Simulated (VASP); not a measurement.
# ZrO2 (P4_2/nmc) in VASP: a series of runs

Aim: see how the results for ZrO2 move with the level of theory and the settings. Levels: PBEsol, LDA. Tasks: dielectric tensor, phonons.

All numbers are computed with VASP 6.6.1; they aren't measurements. Logs are shortened: lines on timing, memory, paths and dates and some standing lists are left out, and cuts for length are marked.

## (1) The crystal as given

Symmetry: P4_2/nmc, No. 137, tetragonal system. The conventional cell has a = 3.586 Å, b = 3.586 Å, c = 5.172 Å, α = 90.00°, β = 90.00°, γ = 90.00°. Zr (site symmetry -4m2) has 8 O at 2.08 to 2.36 Å as nearest neighbours. Around O (site symmetry 2mm) lie 4 Zr at 2.08 to 2.36 Å.

## (2) Dielectric tensor, PBEsol

INCAR

```
ALGO = Fast ; EDIFF = 1E-8
ENCUT = 600 ; GGA = PS
ISIF = 2 ; ISMEAR = 0
KPAR = 2 ; LASPH = True
LCHARG = False ; LEPSILON = True
LREAL = False ; LWAVE = False
NELM = 80 ; PREC = Accurate
SIGMA = 0.03
```

KPOINTS

```
k-points
0
Monkhorst-Pack
  10 10 8
```

POSCAR

```
ZrO2                                    
1.0
    3.5859456162      0.0000000000     -0.0000000000
    0.0000000000      3.5859456162      0.0000000000
   -0.0000000000      0.0000000000      5.1724735897
  Zr              O             
     2     4
Direct
     0.0000000000000000    0.0000000000000000    0.0000000000000000
     0.5000000000000000    0.5000000000000000    0.5000000000000000
     0.0000000000000000    0.5000000000000000    0.2027331117172790
     0.0000000000000000    0.5000000000000000    0.7027331117172790
     0.5000000000000000    0.0000000000000000    0.2972668882827210
     0.5000000000000000    0.0000000000000000    0.7972668882827210
```

Potentials or basis: VASP PAW PBE potentials, release 64 (Zr_sv, O).

Command:

```sh
> cat potpaw_PBE.64/Zr_sv/POTCAR potpaw_PBE.64/O/POTCAR > POTCAR
> mpirun -np 2 vasp_std > vasp.out
```

OUTCAR:

```text
EDIFF = 1E-8
   ENCUT = 600
   GGA = PS
   ISIF = 2
   ISMEAR = 0
   LASPH = True
   LEPSILON = True
   LREAL = False
   NELM = 80
   PREC = Accurate

 ion  position               nearest neighbor table
   1  0.000  0.000  0.000-   3 2.08   6 2.08   3 2.08   6 2.08   5 2.36   4 2.36   5 2.36   4 2.36
                             2 3.62   2 3.62   2 3.62   2 3.62   2 3.62   2 3.62   2 3.62   2 3.62
   2  0.500  0.500  0.500-   4 2.08   5 2.08   5 2.08   4 2.08   3 2.36   6 2.36   3 2.36   6 2.36
                             1 3.62   1 3.62   1 3.62   1 3.62   1 3.62   1 3.62   1 3.62   1 3.62
   3  0.000  0.500  0.203-   1 2.08   1 2.08   2 2.36   2 2.36
   4  0.000  0.500  0.703-   2 2.08   2 2.08   1 2.36   1 2.36
   5  0.500  0.000  0.297-   2 2.08   2 2.08   1 2.36   1 2.36
   6  0.500  0.000  0.797-   1 2.08   1 2.08   2 2.36   2 2.36

  LATTYP: Found a simple tetragonal cell.
 ALAT       =     3.5859456162
 C/A-ratio  =     1.4424294575

  Lattice vectors:

 A1 = (   3.5859456162,   0.0000000000,   0.0000000000)
 A2 = (   0.0000000000,   3.5859456162,   0.0000000000)
 A3 = (   0.0000000000,   0.0000000000,   5.1724735897)

Analysis of symmetry for initial positions (statically):
=====================================================================
 Subroutine PRICEL returns:
 Original cell was already a primitive cell.

 Routine SETGRP: Setting up the symmetry group for a
 simple tetragonal supercell.

 Subroutine GETGRP returns: Found 16 space group operations
 (whereof  8 operations were pure point group operations)
 out of a pool of 16 trial point group operations.

The static configuration has the point symmetry D_2d.
 The point group associated with its full space group is D_4h.

Analysis of symmetry for dynamics (positions and initial velocities):
=====================================================================
 Subroutine PRICEL returns:
 Original cell was already a primitive cell.

 Routine SETGRP: Setting up the symmetry group for a
 simple tetragonal supercell.

 Subroutine GETGRP returns: Found 16 space group operations
 (whereof  8 operations were pure point group operations)
 out of a pool of 16 trial point group operations.

The dynamic configuration has the point symmetry D_2d.
 The point group associated with its full space group is D_4h.

 Subroutine INISYM returns: Found 16 space group operations
 (whereof  8 operations are pure point group operations),
[... 928 lines left out ...]

  FREE ENERGIE OF THE ION-ELECTRON SYSTEM (eV)
  ---------------------------------------------------
  free  energy   TOTEN  =       -59.9828863648 eV

  energy  without entropy=      -59.9828863648  energy(sigma->0) =      -59.98288636

 HEAD OF MICROSCOPIC STATIC DIELECTRIC TENSOR (INDEPENDENT PARTICLE, excluding Hartree and local field effects)
 ------------------------------------------------------
           5.955688     0.000000     0.000000
           0.000000     5.955688     0.000000
           0.000000     0.000000     5.414975
 ------------------------------------------------------

 Free energy of the ion-electron system (eV)
  ---------------------------------------------------
  ---------------------------------------------------
  free energy    TOTEN  =        -0.93020680 eV

  energy without entropy =       -0.93020680

------------------------ aborting loop because EDIFF is reached ----------------------------------------

--------------------------------------- Ionic step        2  -------------------------------------------

------------------------ aborting loop because EDIFF is reached ----------------------------------------

--------------------------------------- Ionic step        3  -------------------------------------------

 Free energy of the ion-electron system (eV)
  ---------------------------------------------------
  ---------------------------------------------------
  free energy    TOTEN  =        -0.81674067 eV

  energy without entropy =       -0.81674067

------------------------ aborting loop because EDIFF is reached ----------------------------------------

 PIEZOELECTRIC TENSOR FIELD DIRECTION 3  (e Angst)
 -----------------------------------------------------------------------------
     0.00106  0.00000  0.00000           ( -0.00001  0.00000  0.00000)
     0.00000  0.00106  0.00000           (  0.00000 -0.00001  0.00000)
     0.00000  0.00000 -0.00099           (  0.00000  0.00000 -0.00008)

 PIEZOELECTRIC TENSOR FIELD DIRECTION 3  (C/m^2)
 -----------------------------------------------------------------------------
     0.00026  0.00000  0.00000
     0.00000  0.00026  0.00000
     0.00000  0.00000 -0.00024

 MACROSCOPIC STATIC DIELECTRIC TENSOR (including local field effects in DFT)
 ------------------------------------------------------
           5.793275     0.000000     0.000000
           0.000000     5.793275     0.000000
          -0.000000     0.000000     5.200899
 ------------------------------------------------------

 PIEZOELECTRIC TENSOR (including local field effects)  for field in x, y, z        (e  Angst)
          XX          YY          ZZ          XY          YZ          ZX
  --------------------------------------------------------------------------------
  x     0.00000     0.00000     0.00000     0.00000     0.00000     0.00000
  y     0.00000    -0.00000    -0.00000     0.00000     0.00000     0.00000
  z     0.00000     0.00000     0.00000     0.00000     0.00000     0.00000

 PIEZOELECTRIC TENSOR (including local field effects)  for field in x, y, z        (C/m^2)
          XX          YY          ZZ          XY          YZ          ZX
  --------------------------------------------------------------------------------
  x     0.00000     0.00000     0.00000     0.00000     0.00000     0.00000
  y     0.00000    -0.00000    -0.00000     0.00000     0.00000     0.00000
  z     0.00000     0.00000     0.00000     0.00000     0.00000     0.00000

 BORN EFFECTIVE CHARGES (including local field effects) (in |e|, cummulative output)
 ---------------------------------------------------------------------------------
 ion    1
    1     5.75647     0.00000     0.00000
    2     0.00000     5.75647     0.00000
    3     0.00000     0.00000     4.98886
 ion    2
    1     5.75647     0.00000     0.00000
    2     0.00000     5.75647     0.00000
    3     0.00000     0.00000     4.98886
 ion    3
    1    -2.13474     0.00000    -0.00000
    2     0.00000    -3.62173     0.00000
    3     0.00000     0.00000    -2.49443
 ion    4
    1    -3.62173     0.00000     0.00000
    2     0.00000    -2.13474     0.00000
    3     0.00000     0.00000    -2.49443
 ion    5
    1    -2.13474     0.00000     0.00000
    2     0.00000    -3.62173     0.00000
    3     0.00000     0.00000    -2.49443
 ion    6
    1    -3.62173     0.00000     0.00000
    2     0.00000    -2.13474     0.00000
    3     0.00000     0.00000    -2.49443
```

OSZICAR:

```text
N       E                     dE             d eps       ncg     rms          rms(c)
DAV:   1     0.497299243458E+03    0.49730E+03   -0.30275E+04  3360   0.197E+03
DAV:   2    -0.379088114208E+02   -0.53521E+03   -0.52090E+03  4432   0.486E+02
[... 12 lines left out ...]
RMM:  16    -0.816738586505E+00   -0.10731E-04   -0.59093E-06  8314   0.165E-03    0.859E-05
RMM:  17    -0.816735728442E+00    0.28581E-05   -0.19223E-06  8902   0.105E-03    0.149E-04
RMM:  18    -0.816737694077E+00   -0.19656E-05   -0.25604E-06  8041   0.730E-04    0.108E-04
RMM:  19    -0.816739345753E+00   -0.16517E-05   -0.14898E-06  7917   0.529E-04    0.296E-05
RMM:  20    -0.816739336498E+00    0.92550E-08   -0.77667E-07  6456   0.365E-04    0.473E-05
RMM:  21    -0.816739730591E+00   -0.39409E-06   -0.11361E-06  5834   0.275E-04    0.387E-05
RMM:  22    -0.816740672711E+00   -0.94212E-06   -0.48052E-07  6216   0.232E-04    0.786E-06
```

stdout:

```text
POSCAR found type information on POSCAR ZrO
[... 43 lines left out ...]
 num prob  num prob  num prob  num prob  num prob  num prob  num prob  num prob  num prob  num prob  num prob  num prob  num prob  num prob  num prob  num prob  num prob  num prob  num prob  num prob  num prob  num prob  num prob  num prob  num prob  num prob  num prob  num prob  num prob  num prob  num prob  num prob  num prob  num prob  num prob  num prob  num prob  num prob  num prob  num prob  num prob  num prob  num prob  num prob  num prob  num prob  num prob  num prob  num prob  num prob  num prob  num prob  num prob  num prob  num prob  num prob  num prob  num prob  num prob  num prob  num prob  num prob  num prob  num prob  num prob  num prob  num prob  num prob  num prob  num prob  num prob  num prob  num prob  num prob  num prob  num prob  num prob  num prob  num prob  n
```

Wall time 14 min (2 MPI ranks of Intel Xeon 6975P-C (Granite Rapids), shared host); peak memory 0.66 GiB.

What came out:

| Property | Result |
| --- | --- |
| Electronic dielectric tensor (diagonal) | 5.79, 5.79, 5.20 |
| Born charges (mean of the diagonal) | Zr +5.50; O -2.75 e |

Levels at points of the mesh, in eV from the valence-band top:
```csv
k point,band 21,band 22,band 23,band 24,band 25,band 26,band 27,band 28
"(0.05, 0.05, 0.06)",-0.63,-0.23,-0.12,-0.08,4.12,4.58,5.14,5.30
```

Electronic dielectric tensor:
```
5.79 0.00 0.00
0.00 5.79 0.00
0.00 0.00 5.20
```

Born effective charge tensors (e):
atom 1, Zr
```
5.76 0.00 0.00
0.00 5.76 0.00
0.00 0.00 4.99
```
atom 2, Zr
```
5.76 0.00 0.00
0.00 5.76 0.00
0.00 0.00 4.99
```
atom 3, O
```
-2.13  0.00  0.00
 0.00 -3.62  0.00
 0.00  0.00 -2.49
```
atom 4, O
```
-3.62  0.00  0.00
 0.00 -2.13  0.00
 0.00  0.00 -2.49
```
atom 5, O
```
-2.13  0.00  0.00
 0.00 -3.62  0.00
 0.00  0.00 -2.49
```
atom 6, O
```
-3.62  0.00  0.00
 0.00 -2.13  0.00
 0.00  0.00 -2.49
```

(Continued in part 2 of 2.)
